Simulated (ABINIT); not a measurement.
Si in ABINIT: convergence with smearing width

The system is Si.

```
Si
1.0
     0.00000    2.72185    2.72185
     2.72185    0.00000    2.72185
     2.72185    2.72185    0.00000
Si
2
Direct
  0.50000 0.50000 0.50000
  0.75000 0.75000 0.75000
```

| Item | Value |
| --- | --- |
| Program | ABINIT 10.8.3 (patched build) |
| Task | single point |
| Functional | PBE |
| Potentials or basis | JTH PAW PBE v2.0 |
| Cutoff | 408 eV |
| k mesh | 8 × 8 × 8 |
| Occupations | fermi-dirac, width 0.272 eV |
| Spin | no spin polarisation |

These are the settings of the first run; the series varies smearing width, with any setting tied to it.

Hardware: 1 thread of Arm Neoverse N1 (shared host).

```
smearing width  energy less the tightest run, at zero smearing (meV/atom)  pressure (GPa)  gap on the mesh (eV)  SCF cycles  CPU time (s)  peak memory (GiB)
      0.272 eV                                                       4.94            1.16                 0.641          10            11               0.08
        0.2 eV                                                       1.87            1.19                 0.639          10            11               0.08
      0.136 eV                                                       0.52            1.23                 0.637          10            10               0.08
        0.1 eV                                                       0.16            1.24                 0.637          10            10               0.08
       0.05 eV                                                       0.00            1.25                 0.637          10            10               0.08
      0.025 eV                                                       0.00            1.25                 0.637          10            10               0.08
       0.01 eV                                                       0.00            1.25                 0.637          10            10               0.08
```

Against the tightest run, the energy stays within 1 meV/atom from 0.136 eV on; the pressure stays within 0.1 GPa from 0.272 eV on; the gap on the mesh stays within 0.01 eV from 0.272 eV on. The tightest run that finished is the yardstick and may itself not be fully converged.
